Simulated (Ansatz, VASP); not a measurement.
**Cr in VASP and in Ansatz**

```xyz
2
Lattice="0.0000 2.2428 2.2428 2.2428 0.0000 2.2428 2.2428 2.2428 0.0000" Properties=species:S:1:pos:R:3 pbc="T T T"
Cr    0.0000    0.0000    0.0000
Cr    2.2428    2.2428    2.2428
```

Alike in both runs: task single point; functional PBE; k mesh 13 × 13 × 13; occupations fermi-dirac, width 0.05 eV; collinear spin.

|  | VASP | Ansatz |
| --- | --- | --- |
| version | VASP 6.6.1 | Ansatz 0.2.0 |
| potentials or method | VASP PAW PBE potentials, release 64 (Cr_pv) | plane waves (420 eV) with PAW, scalar-relativistic |
| plane-wave cutoff (eV) | 520 | 420 |
| valence electrons in the cell | 24 | 28 |

|  | VASP | Ansatz | Ansatz less VASP |
| --- | --- | --- | --- |
| net moment per atom (μB) | 0.00 | 0.00 | 0.000 |

The functional is the same, so the differences come from potentials, cutoffs and numerics. The two sets of potentials don't hold the same shells in valence. Ansatz warned: «seeded_moment_not_kept».
